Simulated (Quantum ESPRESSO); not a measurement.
ZnS:

```
CELL_PARAMETERS angstrom
0.00000 2.70200 2.70200
2.70200 0.00000 2.70200
2.70200 2.70200 0.00000
ATOMIC_POSITIONS crystal
Zn 0.75000 0.75000 0.75000
S 0.00000 0.00000 0.00000
```

| Item | Value |
| --- | --- |
| Program | Quantum ESPRESSO 7.5 |
| Task | single point |
| Functional | PBE |
| Potentials or basis | SSSP 1.3 efficiency PBE |
| Cutoff | 748 eV |
| Density cutoff | 5987 eV |
| k mesh | 9 × 9 × 9 |
| Occupations | fermi-dirac, width 0.05 eV |
| Spin | no spin polarisation |

On this cell: pressure 1.7 GPa; largest force zero by symmetry; band gap on the k mesh 2.11 eV, direct.

The same run follows on a disturbed copy (atoms moved at random, drawn with an rms of 0.05 Å):

```
Zn S
1.0
     0.00000    2.70200    2.70200
     2.70200    0.00000    2.70200
     2.70200    2.70200    0.00000
Zn S
1 1
Cartesian
  4.0301 4.0193 4.0083
  0.0000 -0.0564 0.0076
```

Problem. What changes?

Solution. The energy moves by +5.8 meV/atom; pressure 1.8 GPa; largest force 0.391 eV/Å; band gap on the k mesh 2.07 eV, direct.

Forces in eV/Å, atoms in the order of the input:
```
Zn   0.162 -0.161  0.317
S   -0.162  0.161 -0.317
```

Stress tensor (GPa, compression positive):
```
 1.83 -1.27  0.64
-1.27  1.83 -0.64
 0.64 -0.64  1.75
```

